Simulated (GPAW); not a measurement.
# C (Fd-3m) in GPAW: settings compared, part 3 of 3

GPAW 26.7.0. The steps go on from the part before.

### Step 6. Equation of state, revPBE+D4

The input, run.py:

```python
from ase.calculators.mixing import SumCalculator
from ase.eos import EquationOfState
from ase.io import Trajectory, read
from ase.units import GPa
from dftd4.ase import DFTD4
from gpaw import GPAW, PW

atoms = read('POSCAR')

traj = Trajectory('eos.traj', 'w')
volumes, energies = [], []
for x in [0.94, 0.96, 0.98, 1.0, 1.02, 1.04, 1.06]:
    a = atoms.copy()
    a.set_cell(atoms.cell * x**(1 / 3), scale_atoms=True)
    calc = GPAW(mode=PW(800),
                xc='revPBE',
                kpts={'size': (10, 10, 10), 'gamma': True},
                occupations={'name': 'fermi-dirac', 'width': 0.05},
                nbands=11,
                convergence={'density': 1e-05, 'energy': 1e-05},
                maxiter=150,
                txt=f'eos-{x:.2f}.txt')
    a.calc = SumCalculator([calc, DFTD4(method='revpbe')])
    energies.append(a.get_potential_energy())
    volumes.append(a.get_volume())
    p = -a.get_stress()[:3].mean() / GPa
    calc.write(f'eos-{x:.2f}.gpw')
    traj.write(a)
    print(f'{x:.2f} {volumes[-1]:10.4f} A^3 {energies[-1]:14.6f} eV {p:9.3f} GPa', flush=True)

v0, e0, B = EquationOfState(volumes, energies, eos='birchmurnaghan').fit()
print(f'V0 = {v0:.4f} A^3, E0 = {e0:.6f} eV, B0 = {B / GPa:.2f} GPa')
```

The input, POSCAR:

```
C
1.0
    0.0000000000      1.7833700000      1.7833700000
    1.7833700000      0.0000000000      1.7833700000
    1.7833700000      1.7833700000      0.0000000000
C
2
Direct
    0.7500000000      0.7500000000      0.7500000000
    0.5000000000      0.5000000000      0.5000000000
```

Potentials or basis: the program's PAW data sets (release 1.2.1) made for this functional, pw.

On the command line:

```
$ OMP_NUM_THREADS=1 python run.py
```

The log of the run:

```text
__  _  _
 | _ |_)|_||  |
 |__||  | ||/\| - 26.7.0

Input parameters:
  mode=PW(ecut=800.0),
  convergence={'density': 1e-05, 'energy': 1e-05},
  kpts=MonkhorstPack(size=(10, 10, 10), gamma=True),
  maxiter=150,
  nbands=11,
  occupations=Occupations(name='fermi-dirac', width=0.05),
  xc=XC(name='revPBE')

Diagonalizing LCAO Hamiltonian
Converting LCAO to pw mode

          C
       C

Atoms  # Å, Bohr magnetons
|   | symbol |        x |        y |        z |    initial magnetic moments |
|---|--------|----------|----------|----------|-----------------------------|
| 0 |      C | 2.620447 | 2.620447 | 2.620447 | ( 0.0000,  0.0000,  0.0000) |
| 1 |      C | 1.746964 | 1.746964 | 1.746964 | ( 0.0000,  0.0000,  0.0000) |

Unit cell  # Å
| periodic |        x |        y |        z |  lengths |    angles |
|----------|----------|----------|----------|----------|-----------|
|      yes | 0.000000 | 1.746964 | 1.746964 | 2.470581 | 60.000000 |
|      yes | 1.746964 | 0.000000 | 1.746964 | 2.470581 | 60.000000 |
|      yes | 1.746964 | 1.746964 | 0.000000 | 2.470581 | 60.000000 |

Number of symmetries: 24
Symmetry operations  # r_c * U_cc + t_c -> r_c
|    | kind |            matrix            |
|----|------|------------------------------|
|  0 |  E   |  1, 0, 0,  0, 1, 0,  0, 0, 1 |
|  1 |  σ   |  1, 0, 0,  0, 0, 1,  0, 1, 0 |
|  2 |  σ   |  1, 0,-1,  0, 1,-1,  0, 0,-1 |
|  3 |  C3  |  1, 0,-1,  0, 0,-1,  0, 1,-1 |
|  4 |  C3  |  1,-1, 0,  0,-1, 1,  0,-1, 0 |
|  5 |  σ   |  1,-1, 0,  0,-1, 0,  0,-1, 1 |
|  6 |  σ   |  0, 1, 0,  1, 0, 0,  0, 0, 1 |
|  7 |  C3  |  0, 1, 0,  0, 0, 1,  1, 0, 0 |
|  8 |  C2  |  0, 1,-1,  1, 0,-1,  0, 0,-1 |
|  9 |  S4  |  0, 1,-1,  0, 0,-1,  1, 0,-1 |
| 10 |  C3  |  0, 0, 1,  1, 0, 0,  0, 1, 0 |
| 11 |  σ   |  0, 0, 1,  0, 1, 0,  1, 0, 0 |
| 12 |  S4  |  0, 0,-1,  1, 0,-1,  0, 1,-1 |
| 13 |  C3  |  0, 0,-1,  0, 1,-1,  1, 0,-1 |
| 14 |  S4  |  0,-1, 1,  1,-1, 0,  0,-1, 0 |
| 15 |  C2  |  0,-1, 1,  0,-1, 0,  1,-1, 0 |
| 16 |  C3  |  0,-1, 0,  1,-1, 0,  0,-1, 1 |
| 17 |  S4  |  0,-1, 0,  0,-1, 1,  1,-1, 0 |
| 18 |  S4  | -1, 1, 0, -1, 0, 1, -1, 0, 0 |
| 19 |  C3  | -1, 1, 0, -1, 0, 0, -1, 0, 1 |
| 20 |  C3  | -1, 0, 1, -1, 1, 0, -1, 0, 0 |
| 21 |  S4  | -1, 0, 1, -1, 0, 0, -1, 1, 0 |
| 22 |  σ   | -1, 0, 0, -1, 1, 0, -1, 0, 1 |
| 23 |  C2  | -1, 0, 0, -1, 0, 1, -1, 1, 0 |

BZ-sampling:
  Number of BZ points: 1000
  Number of IBZ points: 47

  Monkhorst-Pack size: [10, 10, 10]
  Monkhorst-Pack shift: [0.05, 0.05, 0.05]

K-points  # in reciprocal-cell coordinates
|     |                                coordinates |     weight |
|-----|--------------------------------------------|------------|
|   0 | (  0.00000000,   0.00000000,   0.00000000) | 0.00100000 |
|   1 | (  0.10000000,   0.10000000,   0.00000000) | 0.00600000 |
|   2 | (  0.10000000,   0.10000000,   0.10000000) | 0.00800000 |
|   3 | (  0.20000000,   0.10000000,   0.10000000) | 0.01200000 |
|   4 | (  0.20000000,   0.20000000,   0.00000000) | 0.00600000 |
|   5 | (  0.20000000,   0.20000000,   0.10000000) | 0.02400000 |
|   6 | (  0.20000000,   0.20000000,   0.20000000) | 0.00800000 |
|   7 | (  0.30000000,   0.20000000,   0.10000000) | 0.02400000 |
|   8 | (  0.30000000,   0.20000000,   0.20000000) | 0.02400000 |
|   9 | (  0.30000000,   0.30000000,   0.00000000) | 0.00600000 |
| ... |                                            |            |
|  46 | (  0.50000000,   0.50000000,   0.50000000) | 0.00400000 |

Plane wave coefficients: 568
Cutoff: 800.0 eV

Spin-components: 1 (collinear spins)
Bands:           11
Projectors:      10
Spin-degeneracy: 2
Datatype:        complex128

Parallelization:
  kpt:    1
  domain: 1
  band:   1

Density:
  Valence electrons: 8.0
  Components: 1
  Grid points: [18 18 18]
  Charge: 0.0  # |e|

Potential:
  Grid points: [18 18 18]

species:
  C:
    name:    Carbon
    Z:       6.0
    valence: 4
    core:    2
    charge:  0.0  # [|e|]
    compensation charges:
      type: gauss
      rc: 0.20  # [Å]
      lmax: 2
    cutoffs:
      filter: 1.14  # [Å]
      core: 1.14  # [Å]
    projectors
    | kind |    occ | energy [eV] | rcut [Å] |
    |------|--------|-------------|----------|
    |   2s |  2.000 |     -13.783 |    0.635 |
    |   2p |  2.000 |      -5.237 |    0.635 |
    |    s |        |      13.429 |    0.635 |
    |    p |        |      21.974 |    0.635 |
    |    d |        |       0.000 |    0.635 |

    Using partial waves for C as LCAO basis

Reference energy: -2057.868905  # eV

eigensolver:
  PPCG
  Converge bands: occupied
  niter=2

density mixing:
  MSR1-Mixer
  Pratt-step length: 0.05
  Maximum mixing coefficient: 0.75
  Old densities: 10
  SVD Regularization: 0.005
  Good broyden scale: 1.0
  Trust region scale: 1.0
  Backstep threshold: 4.0
  History deletion threshold: 6.0
  Fourier metric: weight=20.0, sigma=0.015

occupation numbers:
  Fermi-Dirac:
    width: 0.0500  # eV

poisson solver:
  ecut: 6400.0  # eV

xc functional:
  name: revPBE with 2 nearest neighbor stencil

convergence criteria:
[... 6 lines left out ...]
|iter     | |      energy | eigst |  dens |
|---------|-|-------------|-------|-------|
|iter:   1| |  -17.843516 | +0.17 |       |
|iter:   2| |  -17.766784 | -2.77 | -0.79 |
|iter:   3| |  -17.296199 | -1.44 | -0.82 |
|iter:   4| |  -17.292514 | -2.53 | -1.47 |
|iter:   5| |  -17.293299 | -4.41 | -2.21 |
|iter:   6| |  -17.293302 | -6.06 | -3.24 |
|iter:   7| |  -17.293303c| -7.48c| -3.96 |
|iter:   8| |  -17.293303c| -7.78c| -5.02c|

Converged in 8 steps
Energy contributions relative to reference atoms: (reference = -2057.868905)

Energy contributions:
  Kinetic:          23.164164
  Coulomb:         -20.678413
  Zero:              0.041818
  External:          0.000000
  Xc:              -19.820871
  Entropy:           0.000000
  Spinorbit:         0.000000
  ----------------------------
  Free energy:     -17.293303
  Extrapolated:    -17.293303

dipole moment: (2.127620, 2.127620, 2.127620)  # |e|*Ang

Fermi level: 15.078
Eigenvalues  # (at kpt = [0.000, 0.000, 0.000])
| band index |      eig [eV] | occ [0-2] |
|------------|---------------|-----------|
|          0 |        -9.170 |     2.000 |
|          1 |        13.224 |     2.000 |
|          2 |        13.224 |     2.000 |
|          3 |        13.224 |     2.000 |
|          4 |        18.996 |     0.000 |
|          5 |        18.996 |     0.000 |
|          6 |        18.996 |     0.000 |
|          7 |        27.967 |     0.000 |
|          8 |        33.414 |     0.000 |
|          9 |        40.438 |     0.000 |
|         10 |        41.182 |     0.000 |

Gap: 4.292 eV
Transition (v -> c):
  (s=0, k=0, n=3, [0.00, 0.00, 0.00]) -> (s=0, k=24, n=4, [0.40, 0.40, 0.00])
Direct/indirect transitions are different
Direct gap: 5.772 eV
Transition at: (s=0, k=0, n=3, [0.00, 0.00, 0.00])

Stress tensor  # eV/Ang^3
|         x |         y |         z |
|-----------|-----------|-----------|
| -0.231173 | -0.000000 | -0.000000 |
| -0.000000 | -0.231173 |  0.000000 |
| -0.000000 |  0.000000 | -0.231173 |

# Writing to eos-0.94.gpw (mode='')
```

Wall time 86 s (1 thread of AMD EPYC 7R43 (Zen 3), shared host); peak memory 0.18 GiB.

What came out:

- Equilibrium volume: 5.59 Å³/atom
- Bulk modulus: 449 GPa
- Pressure derivative of the bulk modulus: 3.7

Energy against volume, from the lowest point:
```
volume (Å³/atom)  energy (meV/atom)
           5.332              18.31
           5.445               5.47
           5.558               0.00
           5.672               1.13
           5.785               8.29
           5.899              20.99
           6.012              38.63
```

### Step 7. Summary

```tsv
task	level	potentials or basis	k mesh	cutoff (eV)	maxiter	band path	band points	ranks	mesh quality	gap on the mesh (eV)	V0 of scaled cells (Å³/atom)	B0 (GPa)
band structure	optPBE-vdW	GPAW PAW data sets (gpaw-data 1.2.1), pw	10 × 10 × 10	800	150	GXWKGLUWLK,UX	60	-	not flagged	4.36	-	-
equation of state	B3LYP	GPAW PAW data sets (gpaw-data 1.2.1), pw	5 × 5 × 5	600	60	-	-	4	coarse	-	5.69	447
single point	TB-mBJ	GPAW PAW data sets for LDA (gpaw-data 1.2.1), pw	10 × 10 × 10	800	150	-	-	-	not flagged	4.99	-	-
equation of state	revPBE+D4	the program's PAW data sets (release 1.2.1) made for this functional, pw	10 × 10 × 10	800	150	-	-	-	not flagged	-	5.59	449
```

Alike in all rows: no spin polarisation; cell as given; smearing fermi-dirac 0.05 eV.

Caveats: some runs use coarse meshes; the PAW data sets were made with another functional, which shifts forces and pressure a little (some runs); a model potential gives levels but no total energy (some runs).

Total energies depend on the potentials used, so only differences within one code and one set of settings carry meaning.

### Step 8. Against experiment

Step 6. A measured bulk modulus of C is 444.8 GPa (quoted in “Equation of state of cubic boron nitride at high pressures and temperatures”, 2007, arxiv:cond-mat/0702656); the calculated 449 GPa misses it by +0.9 %. 3 values of this kind are on record (442 to 444.8 GPa); this one was drawn at random among those near their median, those with a stated uncertainty first. The fit is for a static lattice scaled at fixed shape and fixed fractional positions. The cell as given is a measured one (5.67 Å³/atom); revPBE+D4 puts the equilibrium volume -1.4 % from it, thermal expansion not counted.
